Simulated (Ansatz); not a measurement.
Ionic part of the dielectric constant of CaF₂ at 40 GPa, mode by mode

Method: Ansatz, DFT PBEsol, scalar-relativistic, plane waves, PAW. Plane waves to 420 eV; Γ-centred k mesh 8×8×8; fixed occupations. No spin polarisation. Phonons by linear response, acoustic sum rule imposed.

The structure is cubic, space group Fm-3m (No. 225). The conventional cell has a = 4.974 Å, b = 4.974 Å, c = 4.974 Å, α = 90.00°, β = 90.00°, γ = 90.00°. Around Ca (site symmetry m-3m) lie 8 F at 2.15 Å. F (site symmetry -43m) has 4 Ca at 2.15 Å as nearest neighbours.

The real crystal has changed phase below this pressure.

The primitive cell has V = 30.77 Å³ and ε∞,yy = 2.527. Each polar mode adds Δε = (4.92064×10⁷/V)·S/ν² along y, with S its oscillator strength in e²/amu, ν in cm⁻¹ and V in Å³.

Problem. From these modes, find each Δε and ε0,yy.
| ν (cm⁻¹) | S_yy (e²/amu) |
| --- | --- |
| 437.8 | 0.3104 |

Solution.
| ν (cm⁻¹) | Δε |
| --- | --- |
| 437.8 | 2.59 |

The sum is 2.589, so ε0,yy = 5.12; the run's tensor has 5.12.

Problem. Where do the longitudinal modes lie for a wave vector along y?

Solution. At 623 cm⁻¹. The Lyddane–Sachs–Teller product Π(ν_LO/ν_TO)² = 2.02 matches ε0/ε∞ = 2.02.

Cost: 1 run of about 0.25 core-minutes, on Intel Xeon Platinum 8488C (Sapphire Rapids) (shared hosts).

The ionic contribution of 2.59 slightly exceeds ε∞ itself, so lattice polarisation supplies about half of the static dielectric constant. All of it comes from the one polar mode that fluorite allows, the triply degenerate motion of the Ca sublattice against the F sublattice; the Raman-active mode, in which the two fluorines move oppositely, carries no dipole. The oscillator strength implies a Born charge on Ca somewhat above its formal ionic charge, as expected for a strongly ionic solid in which slight Ca d–F p mixing adds some dynamical charge transfer.

The large gap between 437.8 and 623 cm⁻¹ has the same origin: the macroscopic field of the longitudinal motion adds a restoring force that electronic screening only partly reduces. Compression generally stiffens the transverse mode through short-range repulsion, and this probably keeps the ionic response below its ambient value despite the denser packing of dipoles. A real polar frequency at the zone centre rules out a ferroelectric soft mode here, but not instabilities at other wave vectors.
